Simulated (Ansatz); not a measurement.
Wanted: the native input for an Ansatz 0.2.0 run.

| Item | Value |
| --- | --- |
| Task | phonons |
| Functional | PBEsol |
| Potentials or basis | Ansatz PAW |
| Cutoff | 420 eV (not typed: the program's choice for these potentials) |
| k mesh | 10 × 10 × 6 |
| Occupations | fermi-dirac, width 0.05 eV |
| Spin | no spin polarisation |
| q mesh | 2 × 2 × 2 |
| Path | [["G", "M", "K", "G", "A", "L", "H", "A"], ["L", "M"], ["K", "H"]] |
| Points for each segment of the path | 8 |

Crystal: Ru.

```
CELL_PARAMETERS angstrom
2.70580 0.00000 0.00000
-1.35290 2.34329 0.00000
0.00000 0.00000 4.28190
ATOMIC_POSITIONS crystal
Ru 0.66667 0.33333 0.75000
Ru 0.33333 0.66667 0.25000
```

One way to write it, as run:

input.yaml

```yaml
crystal:
  lattice:
    - [2.7058, 0.0, 0.0]
    - [-1.3529, 2.3432915376, 0.0]
    - [0.0, 0.0, 4.2819]
  atoms:
    - { symbol: Ru, position: [0.6666666667, 0.3333333333, 0.75] }
    - { symbol: Ru, position: [0.3333333333, 0.6666666667, 0.25] }
hamiltonian:
  xc: pbesol
  pseudopotentials: { kind: paw }
kpoints:
  mp_grid: { grid: [10, 10, 6] }
scf:
  occupations: { method: fermi_dirac, width: 0.05 }
phonons:
  method: dfpt
  qmesh: [2, 2, 2]
  temperatures: { t_max: 1000, t_step: 100 }
  qpath:
    path:
      - [[0.0, 0.0, 0.0], [0.5, 0.0, 0.0], [0.3333333333, 0.3333333333, 0.0], [0.0, 0.0, 0.0], [0.0, 0.0, 0.5], [0.5, 0.0, 0.5], [0.3333333333, 0.3333333333, 0.5], [0.0, 0.0, 0.5]]
      - [[0.5, 0.0, 0.5], [0.5, 0.0, 0.0]]
      - [[0.3333333333, 0.3333333333, 0.0], [0.3333333333, 0.3333333333, 0.5]]
    npoints: 8
```

Potentials or basis: Ansatz PAW.

Launch:

```bash
$ ansatz run input.yaml --threads 2 --pin off --max-ram 5120MiB --backend cpu --events-out ev --progress --plain --runs-dir out
```

It gave:

- Band gap on the k mesh: none (metal or under the smearing width)
- Highest phonon frequency: 235 cm⁻¹

Caveat: the q mesh is small, so phonon branches between its points and thermal values are rough; some levels weren't fully converged.

Run time: 23 s on 2 threads of Intel(R) Xeon(R) Platinum 8488C (Sapphire Rapids) (shared host), peak memory 0.63 GiB.
